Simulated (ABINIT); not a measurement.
The system is InP.

```
In P
1.0
     0.00000    2.93050    2.93050
     2.93050    0.00000    2.93050
     2.93050    2.93050    0.00000
In P
1 1
Direct
  0.00000 0.00000 0.00000
  0.75000 0.75000 0.75000
```

Base run:

* Program: ABINIT 10.8.3 (patched build)
* Functional: r2SCAN
* Potentials or basis: Ansatz NC r2SCAN
* Cutoff: 1469 eV
* k mesh: 8 × 8 × 8
* Occupations: fermi-dirac, width 0.05 eV
* Spin: no spin polarisation

Its results: band gap on the k mesh 1.16 eV, direct; pressure 1.6 GPa.

**Question.** The run is repeated on the same cell with these changes: potentials or basis from Ansatz NC r2SCAN to SG15 NC PBE v1.2; cutoff from 1469 eV to 1143 eV. What comes out?

**Answer.** Band gap on the k mesh 0.76 eV, direct; pressure 0.3 GPa.

Caveats: spin-orbit coupling is left out, which moves the levels of the heavy elements; the potentials were made for another functional, which shifts forces and pressure (some runs).

